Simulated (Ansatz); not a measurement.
# MoS2 (element-swapped structure): how the settings move a single-point run, part 2 of 2

Question: which choices in the input matter for MoS2 (element-swapped structure)?

Ansatz 0.2.0; reference level DFT r2SCAN, plane waves, PAW, scalar-relativistic, no spin polarisation.

### 5 Changed: starting moments, spin_polarized true, hubbard.sites [{species: Mo, l: d, u_eff: 3.0}], hubbard.double_counting fll, xc_grid 1

input.yaml

```yaml
crystal:
  lattice:
    - [1.57875287, 2.73447647, 0.0]
    - [-1.57875287, 2.73447647, 0.0]
    - [0.0, 0.0, 12.44767289]
  atoms:
    - { symbol: Mo, position: [0.33333, 0.33334, 0.25], spin: 2.0 }
    - { symbol: Mo, position: [0.66666, 0.66667, 0.75], spin: 3.0 }
    - { symbol: S, position: [0.33333, 0.33334, 0.621], spin: 2.0 }
    - { symbol: S, position: [0.66666, 0.66667, 0.121], spin: 1.0 }
    - { symbol: S, position: [0.33333, 0.33334, 0.879], spin: 2.0 }
    - { symbol: S, position: [0.66667, 0.66667, 0.379], spin: 1.0 }
  symmetry: { tolerance: 0.0003 }
kpoints:
  mp_grid: { grid: [7, 7, 2], shift: [0, 0, 0] }
magnetization:
  spin_polarized: true
scf:
  occupations: { method: fermi_dirac }
hamiltonian:
  pseudopotentials: { kind: paw }
  xc: r2scan
  hubbard: { sites: [{ species: Mo, l: d, u_eff: 3.0 }], double_counting: fll }
basis:
  ecutwfc: 500
  xc_grid: 1
output:
  forces: true
  stress: true
  eigenvalues: true
```

On the command line:

```bash
$ ansatz run input.yaml --threads 1 --pin off --max-ram 2560MiB --backend cpu --events-out ev --progress --plain --runs-dir out
```

Output:

```text
Warning: the atoms were moved onto the symmetric positions of the space group found under crystal.symmetry.tolerance 3.0e-4 (fractional; no operation is sought that the atoms, as they stand in a round, miss by more than twice it, and no atom is moved by as much as it), and the run uses the moved positions. Before a round's move an operation carried an atom to 3.68e-5 Å from where it should land, the largest such distance. Atom 0 (counting from 0) moved farthest, by 1.82e-5 Å; the longest move in fractions of the cell, of whichever atom, is 0.02 of the tolerance, in 1 round. To run the atoms as typed, lower crystal.symmetry.tolerance until the operations that they miss are no longer found, or set crystal.symmetry.detect: false (a key that needs symmetry detection or time reversal refuses this as the deck is read). The positions used, in the order of the run's atom list: position: [0.3333333333333333, 0.3333333333333333, 0.25]; position: [0.6666666666666666, 0.6666666666666666, 0.75]; position: [0.3333333333333333, 0.3333333333333333, 0.621]; position: [0.6666666666666667, 0.6666666666666666, 0.121]; position: [0.3333333333333333, 0.3333333333333333, 0.879]; position: [0.6666666666666667, 0.6666666666666666, 0.379]; The lattice was moved too: crystal.lattice misses the space group found at crystal.symmetry.tolerance 3.0e-4 in a digit that the deck types, which is why this is a warning: making the lattice exact moves one of its numbers by a whole unit of that number's last typed decimal, or more. The operation that it misses by the most changes a squared length by the fraction 2.35e-6. The run uses the lattice that is a stretch of the typed one, with no rotation, onto the one that keeps every operation to a double's rounding (on a very oblique basis the stretch itself rounds by more); the deck's lattice vector that moved farthest moved by 2.14e-6 Å. To run the lattice as typed, set crystal.symmetry.tolerance under 2.35e-6, the least fraction by which an operation that the lattice misses changes a squared length (the same key also sets how far an atom may lie from its image, so lowering it can lose operations that the atoms keep only within it), or set crystal.symmetry.detect: false, as for the atoms. crystal.lattice made exact, in Å and degrees: [[1.5787517980239627, 2.734478326718222, 0.0], [-1.5787517980239627, 2.734478326718222, 0.0], [0.0, 0.0, 12.44767289]]. Pasted over the deck's crystal.lattice, beside positions in fractional coordinates, it runs the same cell (given as lengths and angles, that cell in the form's own orientation, a rigid turn of the misfit's size from the one run here, for which a checkpoint.post_process_only pass over this run's state can be refused: where this run relaxes nothing, give such a pass this deck's own crystal.lattice, as typed; behind a relaxation, as crystal.lattice, the state's own cell, identity.cell in its checkpoint.json), and a matrix so pasted ends this notice, except on a very skew basis of the lattice, where the rounding of the pasted numbers themselves can read as a misfit: the cell is then moved again, and that move is told again. The lattice as run is in this notice's lattice.as_run_ang field (Run.prep()["deck_notices"] in Python, the deck_notice line of an events file, deck_notices of ansatz run --dry-run=json, or deck_notices in record.json in the deck's checkpoint.write directory).
Warning: RAYON_NUM_THREADS=1 ignored (pool sized by the plan → 1); use --threads N
Mo: projections on atomic orbitals take those of the free atom [Ar 3d10] 4s2 4p6 4d5 5s1, of charge +0.00 (hamiltonian.pseudopotentials.projection_atoms); the dataset's partial waves leave at most 6.0e-6 of an orbital's norm unspanned inside its sphere
S: projections on atomic orbitals take those of the free atom [Ne] 3s2 3p4, of charge +0.00 (hamiltonian.pseudopotentials.projection_atoms); the dataset's partial waves leave at most 1.6e-7 of an orbital's norm unspanned inside its sphere
Engine: ansatz 0.2.0, aarch64-unknown-linux-gnu
Pseudopotentials: kind: paw
Pseudopotential: Mo, paw, valence charge 14, recommended cutoff 500 eV (meta_gga), Mo.paw.azcp
Pseudopotential: S, paw, valence charge 6, recommended cutoff 500 eV (meta_gga), S.paw.azcp
Functional definition: r2SCAN
  parameter k0 = 0.174
  parameter k1 = 0.065
  parameter a1 = 4.9479
  exchange = r2scan_x(k0 = k0, k1 = k1, a1 = a1)
  correlation = r2scan_c
Crystal: 6 atoms, lattice volume = 107.475 Å³
Basis set: ecut = 500 eV, 2721 PW (Γ)
Bands: 38, of which v1, the nominal top of the filled ones, is band 26 counted from 1 (25 counted from 0)
Symmetry: 12 space group operations
Space group: P-6m2 (ITA 187), of the structure as read, at distance tolerance 1.4e-3 Å
Magnetic group: BNS 187.209 (UNI 1439), of the structure as read, at distance tolerance 1.4e-3 Å
k-points: 16 of 98 (time reversal used)
Non-local potential: Mo, projectors of the file, l = 0: 3, l = 1: 2, l = 2: 2, l = 3: 1
Non-local potential: S, projectors of the file, l = 0: 2, l = 1: 2, l = 2: 2
PAW form: soft (Blöchl's): semilocal exchange-correlation on the pseudo side does not see the compensation charge
PAW frozen core: Mo, regenerated for the run's functional (the file was generated under x = pbe(κ = 0.804, μ = 0.2195149727645171), c = pbe(β = 0.06672455060314922))
PAW frozen core: S, regenerated for the run's functional (the file was generated under x = pbe(κ = 0.804, μ = 0.2195149727645171), c = pbe(β = 0.06672455060314922))
PAW one-centre angular grid: Mo, 590 points (default); XC on 160 Gauss nodes
PAW one-centre angular grid: S, 302 points (default); XC on 160 Gauss nodes
Initial density: superposition of atomic densities (chi_scale 0.1, normalization cell)
Starting moments: Σ|m| = 11 μB on 6 of 6 sites
Initial wavefunctions: pseudopotential atomic-orbital guess
Functional: x = r2scan, c = r2scan; τ floored in thin density (d = 2e-4 eV/Å³)
SCF iter   1: F=—  HF=-13552.383394 eV  |F-HF|=—  |Δ(HF+E_count)|=         —  Δρ=9.27e-2 (↑9.27e-2 ↓7.23e-2)  dr2=1.38e1  dr2_τ=4.51e-1  dr2_m=4.97e0  M=2.152 μB ∫|m|=2.507 μB  β_m=0.30  ethr=3.10e-3  ⟨swp⟩=7.0  Hψ=5454  notcnv=0
preconditioner: auto → Kerker (q_TF=auto, 2.417 Å⁻¹)  [metal: Δε(μ)=0.040 eV  Ē_g=10.861 eV  σ=0.100 eV  W_gap=0.10  n_scr=26 (ndim 8)  ℏωp=21.5 eV  f_vac=0.000  D(μ)=3.67/eV (n_scr^D=26)]
spin=Collinear: Kerker preconditioning applied to the charge; magnetization (m = ρ↑ − ρ↓) channel mixes plain (no charge-response kernel on spin).
SCF iter   2: F=—  HF=-13552.937412 eV  |F-HF|=—  |Δ(HF+E_count)|=   5.54e-1  Δρ=6.56e-2 (↑6.56e-2 ↓5.35e-2)  dr2=3.67e0  dr2_τ=7.54e-2  dr2_m=2.91e0  M=1.421 μB ∫|m|=2.036 μB  β_m=0.30  ethr=3.10e-3  ⟨swp⟩=3.1  Hψ=2594  notcnv=0  defer=59  κ⁻¹=1.0e0(r=1)
SCF iter   3: F=—  HF=-13554.083336 eV  |F-HF|=—  |Δ(HF+E_count)|=    1.15e0  Δρ=4.28e-2 (↑4.28e-2 ↓4.25e-2)  dr2=5.16e-1  dr2_τ=5.83e-2  dr2_m=1.69e0  M=0.929 μB ∫|m|=1.889 μB  β_m=0.30  ethr=3.10e-3  ⟨swp⟩=2.9  Hψ=2191  notcnv=0  defer=60  κ⁻¹=5.2e-2(r=2)
SCF iter   4: F=—  HF=-13555.092788 eV  |F-HF|=—  |Δ(HF+E_count)|=    1.01e0  Δρ=3.47e-2 (↑3.47e-2 ↓3.32e-2)  dr2=3.39e-1  dr2_τ=1.79e-2  dr2_m=1.07e0  M=0.534 μB ∫|m|=1.628 μB  β_m=0.30  ethr=9.92e-4  ⟨swp⟩=1.9  Hψ=1617  notcnv=0  defer=67  κ⁻¹=2.6e-3(r=3)
SCF iter   5: F=—  HF=-13555.703709 eV  |F-HF|=—  |Δ(HF+E_count)|=   6.11e-1  Δρ=2.66e-2 (↑2.65e-2 ↓2.66e-2)  dr2=3.03e-2  dr2_τ=1.12e-2  dr2_m=6.90e-1  M=0.219 μB ∫|m|=1.396 μB  β_m=0.30  ethr=6.52e-4  ⟨swp⟩=2.2  Hψ=1887  notcnv=0  defer=67  κ⁻¹=5.4e-4(r=4)
SCF iter   6: F=—  HF=-13556.121859 eV  |F-HF|=—  |Δ(HF+E_count)|=   4.18e-1  Δρ=2.10e-2 (↑2.09e-2 ↓2.10e-2)  dr2=2.47e-2  dr2_τ=5.49e-3  dr2_m=4.30e-1  M=0.061 μB ∫|m|=1.202 μB  β_m=0.30  ethr=5.83e-5  ⟨swp⟩=2.3  Hψ=1687  notcnv=0  defer=63  κ⁻¹=2.1e-4(r=5)
SCF iter   7: F=—  HF=-13556.384068 eV  |F-HF|=—  |Δ(HF+E_count)|=   2.62e-1  Δρ=1.60e-2 (↑1.60e-2 ↓1.57e-2)  dr2=4.29e-3  dr2_τ=2.46e-3  dr2_m=2.47e-1  M=0.019 μB ∫|m|=1.049 μB  β_m=0.30  ethr=4.75e-5  ⟨swp⟩=2.4  Hψ=1892  notcnv=0  defer=54  κ⁻¹=5.4e-5(r=6)
SCF iter   8: F=—  HF=-13556.537149 eV  |F-HF|=—  |Δ(HF+E_count)|=   1.53e-1  Δρ=1.19e-2 (↑1.19e-2 ↓1.19e-2)  dr2=1.62e-3  dr2_τ=1.27e-3  dr2_m=1.39e-1  M=0.007 μB ∫|m|=0.922 μB  β_m=0.30  ethr=8.25e-6  ⟨swp⟩=2.0  Hψ=1915  notcnv=0  defer=63
Mixer restart at iter 8: flushing history
spin-set hold released at iteration 8 (site moments contracting): the magnetisation degrees of freedom join the quasi-Newton model from the next iteration; the mixer history was flushed
SCF iter   9: F=—  HF=-13556.625007 eV  |F-HF|=—  |Δ(HF+E_count)|=   8.79e-2  Δρ=9.02e-3 (↑8.98e-3 ↓9.02e-3)  dr2=1.19e-3  dr2_τ=7.25e-4  dr2_m=7.96e-2  M=0.003 μB ∫|m|=0.812 μB  β_m=0.31  ethr=3.12e-6  ⟨swp⟩=2.2  Hψ=2040  notcnv=0  defer=61  κ⁻¹=1.0e0(r=1)
[... 21 lines left out ...]
SCF 1 converged in 26 iterations: F = -13556.767265 eV  dr2 = 8.63e-11
Bands: 39, of which v1, the nominal top of the filled ones, is band 26 counted from 1 (25 counted from 0)
Symmetry: 1 space group operations
k-points: 50 of 98 (time reversal used)
Starting moments: Σ|m| = 12 μB on 6 of 6 sites
[... 1 line left out ...]
preconditioner: auto → Kerker (q_TF=auto, 2.417 Å⁻¹)  [metal: Δε(μ)=0.022 eV  Ē_g=11.320 eV  σ=0.100 eV  W_gap=0.05  n_scr=26 (ndim 8)  ℏωp=21.5 eV  f_vac=0.000  D(μ)=3.13/eV (n_scr^D=8)]
spin=Collinear: Kerker preconditioning applied to the charge; magnetization (m = ρ↑ − ρ↓) channel mixes plain (no charge-response kernel on spin).
[... 1 line left out ...]
SCF iter   3: F=-13555.256996 eV  HF=-13554.695990 eV  |F-HF|=5.61e-1  |Δ(HF+E_count)|=    1.79e0  Δρ=2.43e-2 (↑2.43e-2 ↓2.33e-2)  dr2=7.33e-1  dr2_τ=1.25e-2  dr2_m=4.11e-1  M=1.806 μB ∫|m|=3.041 μB  β_m=0.63  ethr=3.10e-3  ⟨swp⟩=2.8  Hψ=6704  notcnv=0  defer=276  κ⁻¹=1.3e-1(r=2)
SCF iter   4: F=-13555.619083 eV  HF=-13555.583580 eV  |F-HF|=3.55e-2  |Δ(HF+E_count)|=   8.88e-1  Δρ=1.15e-2 (↑1.15e-2 ↓1.12e-2)  dr2=3.74e-1  dr2_τ=6.11e-3  dr2_m=7.53e-2  M=1.240 μB ∫|m|=2.691 μB  β_m=0.65  ethr=1.41e-3  ⟨swp⟩=2.3  Hψ=6060  notcnv=0  defer=300  κ⁻¹=7.1e-3(r=3)
SCF iter   5: F=-13555.972931 eV  HF=-13555.828136 eV  |F-HF|=1.45e-1  |Δ(HF+E_count)|=   2.45e-1  Δρ=1.11e-2 (↑1.11e-2 ↓1.01e-2)  dr2=2.39e-1  dr2_τ=5.23e-3  dr2_m=7.98e-2  M=0.706 μB ∫|m|=2.247 μB  β_m=0.52  ethr=7.19e-4  ⟨swp⟩=1.8  Hψ=4116  notcnv=0  defer=300  κ⁻¹=1.2e-3(r=4)
SCF iter   6: F=-13556.362016 eV  HF=-13556.169562 eV  |F-HF|=1.92e-1  |Δ(HF+E_count)|=   3.41e-1  Δρ=1.02e-2 (↑1.02e-2 ↓9.30e-3)  dr2=1.67e-1  dr2_τ=4.13e-3  dr2_m=7.55e-2  M=0.212 μB ∫|m|=1.649 μB  β_m=0.30  ethr=4.61e-4  ⟨swp⟩=2.1  Hψ=5442  notcnv=0  defer=300  κ⁻¹=5.8e-4(r=5)
SCF iter   7: F=-13556.665196 eV  HF=-13556.624089 eV  |F-HF|=4.11e-2  |Δ(HF+E_count)|=   4.55e-1  Δρ=5.57e-3 (↑4.53e-3 ↓5.57e-3)  dr2=8.32e-2  dr2_τ=1.41e-3  dr2_m=1.76e-2  M=0.003 μB ∫|m|=0.840 μB  β_m=0.30  ethr=3.22e-4  ⟨swp⟩=2.9  Hψ=8073  notcnv=0  defer=322  κ⁻¹=4.7e-4(r=6)
SCF iter   8: F=-13556.737894 eV  HF=-13556.657288 eV  |F-HF|=8.06e-2  |Δ(HF+E_count)|=   3.32e-2  Δρ=7.36e-3 (↑7.36e-3 ↓6.80e-3)  dr2=8.16e-3  dr2_τ=4.04e-3  dr2_m=4.83e-2  M=-0.000 μB ∫|m|=0.277 μB  β_m=0.30  ethr=1.60e-4  ⟨swp⟩=2.8  Hψ=7909  notcnv=0  defer=271  κ⁻¹=2.7e-4(r=7)
SCF iter   9: F=-13556.745640 eV  HF=-13556.725918 eV  |F-HF|=1.97e-2  |Δ(HF+E_count)|=   6.86e-2  Δρ=3.36e-3 (↑3.36e-3 ↓3.13e-3)  dr2=1.04e-2  dr2_τ=1.19e-4  dr2_m=9.22e-3  M=0.000 μB ∫|m|=0.409 μB  β_m=0.30  ethr=1.57e-5  ⟨swp⟩=2.6  Hψ=7696  notcnv=0  defer=284  κ⁻¹=1.4e-4(r=8)
SCF iter  10: F=-13556.754108 eV  HF=-13556.749877 eV  |F-HF|=4.23e-3  |Δ(HF+E_count)|=   2.40e-2  Δρ=1.96e-3 (↑1.85e-3 ↓1.96e-3)  dr2=6.04e-3  dr2_τ=2.09e-4  dr2_m=3.24e-3  M=0.000 μB ∫|m|=0.328 μB  β_m=1.00  ethr=1.57e-5  ⟨swp⟩=2.1  Hψ=6700  notcnv=0  defer=281  κ⁻¹=3.4e-4(r=8)
SCF iter  11: F=-13556.765320 eV  HF=-13556.763976 eV  |F-HF|=1.34e-3  |Δ(HF+E_count)|=   1.41e-2  Δρ=7.87e-4 (↑7.87e-4 ↓6.92e-4)  dr2=1.32e-3  dr2_τ=2.92e-5  dr2_m=3.74e-4  M=0.000 μB ∫|m|=0.078 μB  β_m=0.30  ethr=1.16e-5  ⟨swp⟩=2.5  Hψ=6318  notcnv=0  defer=281  κ⁻¹=1.1e-3(r=8)
SCF iter  12: F=-13556.766860 eV  HF=-13556.766276 eV  |F-HF|=5.84e-4  |Δ(HF+E_count)|=   2.30e-3  Δρ=3.47e-4 (↑3.47e-4 ↓3.28e-4)  dr2=3.76e-4  dr2_τ=1.08e-5  dr2_m=3.68e-5  M=-0.000 μB ∫|m|=0.028 μB  β_m=0.30  ethr=2.54e-6  ⟨swp⟩=2.2  Hψ=6187  notcnv=0  defer=281  κ⁻¹=3.2e-4(r=8)
an SCF from ferromagnetic starting moments (2.00, 4.00, 2.00, 1.00, 2.00, 1.00 Bohr magnetons, atom by atom) was given up at its iteration 12, 0.40 meV above the state that the run had reached, since its moments had collapsed: that state stands; the SCF set out from the atoms and, under a Hubbard term, can stand on another filling of the shells than the run's state, so that by this SCF it is not known whether that order lies lower
WARN: the starting moments were not kept: the SCF closed with an absolute magnetisation of 2.5e-5 μB, where they sum to 11 μB in size (6 sites). That is at most 0.1 of that sum. Measured as dr2_m measures the in/out step, that magnetisation stands 4.9e-11 eV from none, at or under the dr2_threshold of 1.0e-7 eV: it is no larger than a step whose dr2_m would equal this threshold. The system may hold no moment; this SCF shows only that its start led to no more than that. To try another start: raise the starting moments (crystal.atoms[].spin, magnetization.per_species, magnetization.initial_magnetization, or on a non-collinear deck that types none of these the spinor_matrix: blocks that start its atoms; where the total moment is fixed, keep their sum and leave initial_magnetization as it is; typed ones take the place of any that the run laid by itself, positive ones on a crystal's lanthanoids without a Hubbard term where scf.initial_density.shell_occupations: [] is typed) or, if the notice of its spin-set hold's release reads "site moments contracting" or "site moments show no strong build", lengthen the hold (scf.mixing.spin_hold: { on: { confirm: 4 } }; for m-r²SCAN on two components see the key's manual first). Each may lead to a state that holds a moment. A second SCF, from the converged charge density, with the starting moments and any scf.initial_density.shell_occupations laid on it anew, would have followed, and was not run: the deck does not ask for one (magnetization.retry_lost_moments is false, the default). To let it run, set magnetization.retry_lost_moments: true and run the deck again, where that key's refused combinations let it; where memory then withholds it, that run's warning says so.
this state was not tested for a lower state beside it, because the mixer in use, unlike msr1, does not test its closes by its own steps (another_mixer; see scf.mixing.algorithm and scf.lower_state_search)
SCF converged after 26 iterations
Magnetization: -0.0000 μB (26.0000 up, 26.0000 down)
Absolute magnetization: 0.0000 μB (∫|ρ↑−ρ↓|, with the PAW one-centre terms)
Spin contamination: 0.0000 ħ² per cell (⟨S²⟩ above its minimum at these occupations)
Per-site moments (μB) at R_I (Å): [(-3.4851111750420064e-6, 1.0021041010327423), (-5.258176330738954e-6, 1.002104101032742), (2.5843151218116444e-6, 1.0021041010327423), (1.6553137146838127e-6, 1.0021041010327423), (2.5843151216128564e-6, 1.002104101032742), (1.655313714825488e-6, 1.0021041010327423)]
Free energy (F): -13556.767265 eV
Harris-Foulkes:  -13556.767265 eV  (|F-HF|=1.44e-10)
Internal energy: -13556.766992 eV  (E = F + TS)
E sigma→0 (E₀):  -13556.767128 eV
Entropy (-TS):   -0.000273 eV (-0.046 meV/atom)
Fermi energy:    10.923171 eV
--- Per-component energies (eV) ---
  E_band       = -350.985903
  E_kinetic    = 1306.100654
  E_local      = -3881.919251  (includes V_loc(G=0)·N_el)
  E_nonlocal   = 396.763212
  E_hartree    = 1487.772085
  E_xc         = -724.163692
  E_vxc        = -890.303738  (∫ρ·V_xc dr)
  E_hubbard    = 7.411635  (on-site DFT+U / exact-exchange correction)
  E_vhub       = -0.561905  (the Hubbard potential's part of the band-sum identity)
  E_paw        = -8871.378363  (= ΣΔE_a)
  E_vpaw       = -307.930007  (= ΣTr[D̂ρ^β])
  E_aug_tail   = 0.000019  (compensation charges beyond the density's cutoff)
  E_vtau       = 51.320760  (kinetic-family band-sum trace: ∫τ·v_τ [+ j·A + Jᵃ·Aᵃ] dr)
  E_ewald      = -3276.471816
  E_core_change = -0.881474  (= ΣΔE_core)
  E_smearing   = -0.000273  (= −TS)
  E_closure    = 0.000000  (closes the sum)
  Σ components = -13556.767265   (vs F -13556.767265, Δ=0.00e0)
--- Forces (eV/Å), atoms counted from 1 ---
  atom   1  Mo     0.00000000     0.00000000     0.00000000
  atom   2  Mo    -0.00000000     0.00000000    -0.00000000
  atom   3  S     -0.00000000     0.00000000     0.94528244
  atom   4  S      0.00000000    -0.00000000     0.94528330
  atom   5  S     -0.00000000     0.00000000    -0.94528244
  atom   6  S      0.00000000    -0.00000000    -0.94528330
  max |Σ_I F_I| component: 1.39e-17 eV/Å
--- Stress (GPa, compression-positive) ---
        0.322452      -0.000000       0.000000
       -0.000000       0.322452      -0.000000
        0.000000      -0.000000      -6.721119
  P = ⅓ Tr σ = -2.0254 GPa (-20.254 kbar)
--- Band table (eV; the first three rows and the last of 32) ---
  k-point 0 ↑: bands = ["-52.7670", "-52.7669", "-26.1505", "-26.1505", "-25.9237", "-25.9237", "-25.9236", "-25.9236", "-4.8382", "-4.5390", "-3.6877", "-3.2196", "3.5982", "4.6579", "6.9561", "7.4835", "7.4835", "7.4982", "7.4982", "8.7202", "8.7202", "8.7734", "8.7734", "9.2143", "9.3350", "10.4221", "13.0173", "13.0173", "13.0673", "13.0673", "13.1010", "13.1010", "13.1956", "13.1956", "16.9295", "17.0746", "19.5179", "19.8579"]
  k-point 1 ↑: bands = ["-52.7669", "-52.7669", "-26.1505", "-26.1505", "-25.9236", "-25.9236", "-25.9236", "-25.9236", "-4.7138", "-4.7138", "-3.4310", "-3.4310", "4.0427", "4.0427", "7.4907", "7.4907", "7.4907", "7.4907", "7.8904", "7.8904", "8.7467", "8.7467", "8.7467", "8.7467", "10.1598", "10.1599", "13.0448", "13.0448", "13.0448", "13.0448", "13.1455", "13.1455", "13.1455", "13.1455", "17.0106", "17.0106", "19.7630", "19.7630"]
  k-point 2 ↑: bands = ["-52.7582", "-52.7581", "-26.1343", "-26.1343", "-26.0045", "-26.0044", "-25.9420", "-25.9420", "-4.5232", "-4.2302", "-3.5203", "-3.0911", "3.9620", "5.0093", "6.5413", "6.8298", "6.8788", "7.6931", "7.7936", "7.8258", "8.2566", "8.3233", "8.6888", "9.2318", "9.4918", "9.9001", "12.3724", "12.6878", "12.7445", "12.8735", "12.9126", "13.0752", "13.4753", "13.5999", "18.1139", "18.3264", "19.7844", "20.2843"]
  k-point 15 ↓: bands = ["-52.7175", "-52.7175", "-26.2621", "-26.2621", "-26.1472", "-26.1472", "-26.0573", "-26.0573", "-2.5045", "-2.5045", "-2.3951", "-2.3951", "4.6935", "4.6935", "4.8686", "4.8686", "6.0920", "6.0921", "6.4009", "6.4009", "7.0375", "7.0375", "7.8807", "7.8807", "9.7587", "9.7587", "12.0018", "12.0018", "13.1167", "13.1167", "13.4816", "13.4816", "15.1108", "15.1108", "17.7077", "17.7077", "18.7572", "18.7572"]
Occupation matrices written to <dir>
```

Wall time 2.6 min (1 thread of Arm Neoverse V1, shared host); peak memory 0.74 GiB.

Changing the spin polarisation, Hubbard U and numerical grids moves the energy by +1.24 eV/atom, and the gap on the mesh goes from 1.13 to 1.23 eV. The U term adds an energy of its own, so the shift says nothing about which run is better.

### 6 Side by side

This closing draws on all 2 parts.

| run | ending | energy change | pressure (GPa) | gap (eV) | force (eV/Å) | cycles | time |
| --- | --- | --- | --- | --- | --- | --- | --- |
| reference | converged | 0 | -2.1 | 1.13 | 0.93 | 7 | 9.3 s |
| 1: mp_grid.grid [5, 5, 1], hubbard.sites [{species: Mo, l: d, u_eff: 6.0}], hubbard.double_counting fll | converged | +2.47 eV/atom (U changed: no physical gain or loss) | -1.5 | 1.32 | 0.97 | 9 | 5.3 s |
| 2: starting moments, spin_polarized true | converged | 0.0 meV/atom | -2.1 | 1.13 | 0.93 | 18 | 2.3 min |
| 3: starting moments, spin_polarized true, hubbard.sites [{species: Mo, l: d, u_eff: 3.0}], hubbard.double_counting fll, xc_grid 1 | converged | +1.24 eV/atom (U changed: no physical gain or loss) | -2.0 | 1.23 | 0.95 | 26 | 2.6 min |

Times don't compare one to one where runs were asked for different outputs or read a saved state (see the inputs); cycles may leave out searches for a lower state.

Residual by cycle in the longest SCF loop of each run; runs are numbered as in the table. The quantity is the density residual dr2, in eV.

| cycle | reference | run 1 | run 2 | run 3 |
| --- | --- | --- | --- | --- |
| 1 | 0.191 | 5.33 | 4.36 | 13.8 |
| 3 | 0.00518 | 0.358 | 0.213 | 0.516 |
| 6 | 5.4e-7 | 2.7e-4 | 0.0048 | 0.0247 |
| 8 | - | 6.6e-7 | 1.5e-4 | 0.00162 |
| 10 | - | - | 6.8e-6 | 6.8e-4 |
| 12 | - | - | 3.0e-7 | 2.2e-4 |
| 15 | - | - | 1.5e-9 | 1.4e-5 |
| 17 | - | - | 7.2e-10 | 6.5e-6 |
| 19 | - | - | - | 8.7e-7 |
| 21 | - | - | - | 5.3e-8 |
| 24 | - | - | - | 2.2e-9 |
| 26 | - | - | - | 8.6e-11 |

«starting moments, spin_polarized true» leaves the energy as it was. A changed U is a change of model: its shifts are not errors of convergence. Of the variants the dearest is «starting moments, spin_polarized true, hubbard.sites [{species: Mo, l: d, u_eff: 3.0}], hubbard.double_counting fll, xc_grid 1» (2.6 min), the cheapest «mp_grid.grid [5, 5, 1], hubbard.sites [{species: Mo, l: d, u_eff: 6.0}], hubbard.double_counting fll» (5.3 s), on a shared host.

Caveats on the reference run: the structure is made up and not relaxed.
